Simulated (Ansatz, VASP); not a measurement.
One calculation of CdSe, two programs

Contents of INCAR:

```
  PREC = Accurate
  ENCUT = 520
  EDIFF = 1E-6
  ISMEAR = 0
  SIGMA = 0.05
  LREAL = False
  LASPH = True
  NELM = 100
  ALGO = Normal
  ISIF = 2
  LWAVE = False
  LCHARG = True
  GGA = PE
  LELF = True
  LVHAR = True
  NBANDS = 46
```

Contents of KPOINTS:

```
regular mesh
0
Gamma
  4 4 4
```

Contents of POSCAR:

```
CdSe
1.0
    6.2421802641      0.3632609126      0.0983710552
   -0.3632609126     -6.2110759367     -0.2472054890
   -0.0983710552     -0.2472054890     -6.2732368699
Cd Se
4 4
Direct
   -0.0094983159      0.0404873498     -0.0024058547
    0.5527855841      0.5085554224     -0.0281670126
    0.4797762677     -0.0285859341      0.5206687339
   -0.0142424730      0.5077230483      0.5050181159
    0.7566999247      0.7333971219      0.7573660756
    0.2492073906      0.2818956802      0.7586057704
    0.2582809042      0.7535426695      0.2602802347
    0.7269907175      0.2029846419      0.2286339369
```

Input for Ansatz:

```yaml
crystal:
  lattice:
    - [6.2421802641, 0.3632609126, 0.0983710552]
    - [-0.3632609126, -6.2110759367, -0.247205489]
    - [-0.0983710552, -0.247205489, -6.2732368699]
  atoms:
    - { symbol: Cd, position: [-0.0094983159, 0.0404873498, -0.0024058547] }
    - { symbol: Cd, position: [0.5527855841, 0.5085554224, -0.0281670126] }
    - { symbol: Cd, position: [0.4797762677, -0.0285859341, 0.5206687339] }
    - { symbol: Cd, position: [-0.014242473, 0.5077230483, 0.5050181159] }
    - { symbol: Se, position: [0.7566999247, 0.7333971219, 0.7573660756] }
    - { symbol: Se, position: [0.2492073906, 0.2818956802, 0.7586057704] }
    - { symbol: Se, position: [0.2582809042, 0.7535426695, 0.2602802347] }
    - { symbol: Se, position: [0.7269907175, 0.2029846419, 0.2286339369] }
basis:
  ecutwfc: 420
kpoints:
  mp_grid: { grid: [4, 4, 4] }
hamiltonian:
  xc: pbe
scf:
  occupations: { method: gaussian, width: 0.05 }
output:
  forces: true
  stress: true
  eigenvalues: true
```

Change from the starting cell: all atoms moved at random, sigma 0.15 Å a component, cell strained at random, sigma 0.03.

Alike in both runs: task single point; functional PBE; k mesh 4 × 4 × 4; occupations gaussian, width 0.05 eV; no spin polarisation.

|  | VASP | Ansatz |
| --- | --- | --- |
| version | VASP 6.6.1 | Ansatz 0.2.0 |
| potentials or method | VASP PAW PBE potentials, release 64 (Cd, Se) | scalar-relativistic, plane waves, PAW |
| plane-wave cutoff (eV) | 520 | 420 |
| valence electrons in the cell | 72 | 144 |

Ansatz gave:

```
gap on the k mesh at the Fermi level (eV)       : 0.31
least direct gap on the mesh (eV)               : 0.31
pressure (GPa)                                  : 2.8
largest component of the traceless stress (GPa) : 5.53
rms of the force components (eV/Å)              : 1.718
```

Problem. What did VASP give for the same quantities?

Solution. gap on the k mesh at the Fermi level (eV): 0.30; least direct gap on the mesh (eV): 0.30; pressure (GPa): 3.1; largest component of the traceless stress (GPa): 5.67; rms of the force components (eV/Å): 1.769.

Atom by atom the forces differ by 0.053 eV/Å (rms over components). The two sets of potentials don't hold the same shells in valence.

Caveats: forces of over 1 eV/Å show positions far from the minimum, so gaps and moduli don't describe the material at rest.
